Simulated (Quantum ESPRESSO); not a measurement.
# As in Quantum ESPRESSO: the effect of functional

Crystal: As.

```
As
1.0
     1.88080    1.08588    3.51406
    -1.88080    1.08588    3.51406
     0.00000   -2.17176    3.51406
As
2
Direct
  0.22600 0.22600 0.22600
  0.77400 0.77400 0.77400
```

Alike in all runs:

```yaml
Program: Quantum ESPRESSO 7.5
Task: band structure
Potentials_or_basis: SG15 PBE 1.2
Cutoff: 952 eV
Density_cutoff: 3810 eV
k_mesh: 7 × 7 × 7
Occupations: fermi-dirac, width 0.05 eV
Spin: no spin polarisation
```

**Question.** One run gave: pressure 6.8 GPa; largest force 0.11 eV/Å. Which functional did it use?
A. SCAN
B. TASK
C. r2SCAN

**Answer.** B.

```tsv
functional	pressure (GPa)	largest force (eV/Å)
r2SCAN	3.6	0.33
SCAN	3.8	0.38
TASK	6.8	0.11
```

Caveats: the potentials were made for another functional, which shifts forces and pressure.

Runs at the PBE level aren't shown here.
